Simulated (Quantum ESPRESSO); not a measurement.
**Rh in Quantum ESPRESSO: the effect of target pressure**

Rh:

```
Rh
1.0
     0.00000    1.89785    1.89785
     1.89785    0.00000    1.89785
     1.89785    1.89785    0.00000
Rh
1
Direct
  0.00000 0.00000 0.00000
```

Alike in all runs:

* Program: Quantum ESPRESSO 7.5
* Task: relaxation of cell and atoms
* Functional: PBEsol
* Potentials or basis: SSSP 1.3 efficiency PBE
* Cutoff: 939 eV
* Density cutoff: 3755 eV
* k mesh: 12 × 12 × 12
* Occupations: fermi-dirac, width 0.05 eV
* Spin: no spin polarisation

Each run relaxes the cell or the atoms first.

| target pressure | relaxed volume (Å³/atom) |
| --- | --- |
| 0 GPa | 13.47 |
| 2 GPa | 13.38 |
| 5 GPa | 13.26 |
| 10 GPa | 13.06 |
| 20 GPa | ? |
| 30 GPa | 12.42 |

**Question.** What does the run with target pressure 20 GPa give?

**Answer.** Relaxed volume 12.72 Å³/atom.

Worked out: In Murnaghan's law V^(-B') rises as a straight line in P. The other rows fit best with B' = 4.7, V0 = 13.47 Å³/atom and B0 = 304 GPa, which gives 12.72 Å³/atom at 20 GPa, against the run's 12.72.

Caveats: the potentials were made for another functional, which shifts forces and pressure.

Runs at the PBE level aren't shown here.
